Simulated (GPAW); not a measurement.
The system is W.

```
W
1.0
    -1.58234    1.58234    1.58234
     1.58234   -1.58234    1.58234
     1.58234    1.58234   -1.58234
W
1
Direct
  0.00000 0.00000 0.00000
```

```yaml
Program: GPAW 26.7.0
Task: relaxation of cell and atoms
Functional: RPBE
Potentials_or_basis: the program's PAW data sets (release 1.2.1) made for this functional
Cutoff: 600 eV
Basis: pw
k_mesh: 12 × 12 × 12
Occupations: fermi-dirac, width 0.05 eV
Spin: no spin polarisation
```

At the start: pressure 9.9 GPa; volume 15.85 Å³/atom.

Task: Where does the relaxation end?

Result: Over 3 steps the energy falls by 15.7 meV/atom and the volume is 16.36 Å³/atom (+3.2 %); space group Im-3m (No. 229, to 0.05 Å).

The path:
```csv
step,energy change (eV),largest force (eV/Å),pressure (GPa),volume (Å³)
1,0.0000,0.0000,9.87,15.85
2,-0.0142,0.0000,-2.97,16.52
3,-0.0157,0.0000,-0.09,16.36
```

Final structure:
```yaml
crystal:
  lattice:
    - [-1.59924, 1.59924, 1.59924]
    - [1.59924, -1.59924, 1.59924]
    - [1.59924, 1.59924, -1.59924]
  atoms:
    - { symbol: W, position: [0.00000, 0.00000, 0.00000] }
```

Caveat: later steps reuse the first step's grids.
